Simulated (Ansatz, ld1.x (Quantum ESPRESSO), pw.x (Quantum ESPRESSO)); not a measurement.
## mercury (Hg): one change to the TM potential, in the atom and in the fcc crystal

ld1.x (Quantum ESPRESSO) 7.5 input, shortened:

```
&input
   title='Hg', zed=80., rel=1, dft='PW', iswitch=3,
   config='[Xe] 4f14 5d10 6s2 6p0'
 /
 &inputp
   pseudotype=2, tm=.true., lloc=0,
   nlcc=.false.
 /
3
6P  2  1   0.00   0.00  2.70  2.70  0.0
5D  3  2  10.00   0.00  1.45  1.45  0.0
6S  1  0   2.00   0.00  2.35  2.35  0.0
 &test
   configts(1)='5d10 6s2 6p0'
 /
```

Change: core correction a·sin(br)/r model core inside 1.30 bohr.

Cutoffs, loose and tight: the cutoffs (Ry, on a coarse ladder) from which the occupation-weighted sum of valence levels, in a spherical-Bessel basis at the reference potential, stays within 10 and 1 mRy of its value at 400 Ry. They do not see the model core or the augmentation charge, which bear on the density cutoff. Test errors are all-electron minus pseudo excitation energies from the reference, over the configurations 5d10 6s1 6p0; 5d10 6s0 6p0; 5d9 6s0 6p0; 5d10 6s1 6p1; 5d9 6s2 6p0; 5d8 6s0 6p0; 5d10 6s0 6p1 (two spin-polarised tests are not counted in the largest error); variants that change the core or the reference have their own tests.

Crystal test: fcc Hg in pw.x 7.5, no spin, 13³ k-points, Fermi–Dirac smearing 0.01 Ry, cutoffs set for each file from its atomic test. The reference is all-electron LAPW (Ansatz 0.2.0) with the same functional, mesh and smearing; V0 and B0 come from Birch–Murnaghan fits to the pressures at five volumes. Errors are pseudo minus all-electron; Δ is the rms difference of the E(V) curves that follow from these fits, minima aligned, over ±6 % about the mean V0. Mesh and smearing are coarse, so the numbers serve the comparison and aren't converged zero-temperature values; the lattice is a test structure that the element need not adopt.

All-electron: a0 = 4.446 Å (V0 = 21.97 Å³/atom), B0 = 52.0 GPa.

Problem. Does the change bring the crystal closer to the all-electron result?

Solution. The mean pressure error goes from +1.17 to +1.31 GPa, so the change moves the solid further from the all-electron pressures.

| quantity | base | changed |
| --- | --- | --- |
| outcome (atom) | generated | generated |
| cutoff, loose (atom) | 50 Ry | 50 Ry |
| cutoff, tight (atom) | 90 Ry | 90 Ry |
| bound ghosts (atom) | none | none |
| largest test error (meV) (atom) | -300 | -535 |
| cutoffs in pw.x (Ry) | 110/440 | 110/440 |
| a0 (Å) | 4.479 | 4.483 |
| a0 error (%) | +0.74 | +0.83 |
| B0 error (%) | -7.5 | -8.1 |
| Δ (meV/atom) | 5.4 | 6.0 |
| mean pressure error (GPa) | +1.17 | +1.31 |

Base: This is a poor potential for the solid. Changed file: This is a poor potential for the solid. The atomic cutoffs weigh occupied waves only.
